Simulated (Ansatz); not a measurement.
System: wurtzite BeO. Method: PBEsol-D3(BJ) in Ansatz (plane waves, PAW).

Settings: plane-wave cutoff 520 eV, 18×18×8 k mesh (along the axes of the cell as run), Fermi–Dirac smearing 0.01 eV, scalar-relativistic PAW data made under PBE.

The cell is scaled about its equilibrium volume (c/a stays at 1.624):

Shape and atoms are relaxed at each volume.

```json
[
 {"V (Å³/atom)": "6.479", "P (GPa)": "9.88", "direct gap at Γ (eV)": "8.128"},
 {"V (Å³/atom)": "6.614", "P (GPa)": "4.71", "direct gap at Γ (eV)": "7.902"},
 {"V (Å³/atom)": "6.749", "P (GPa)": "0.00", "direct gap at Γ (eV)": "7.687"},
 {"V (Å³/atom)": "6.884", "P (GPa)": "-4.27", "direct gap at Γ (eV)": "7.481"},
 {"V (Å³/atom)": "7.019", "P (GPa)": "-8.17", "direct gap at Γ (eV)": "7.281"}
]
```

A straight line through the gaps at Γ against ln V gives a volume deformation potential dE_g(Γ)/d ln V of -10.6 eV: the gap at Γ widens under compression.

Measured, for comparison: band gap 11.29 eV (zero-point renormalisation of 699 meV (computed, non-adiabatic AHC, without the lattice-expansion part) added back here; inputs from Miglio et al. (2020), arXiv:2011.12765).

Note: the bulk modulus comes from volumes at which shape and atoms were relaxed.

Ansatz is a program for electronic structure.
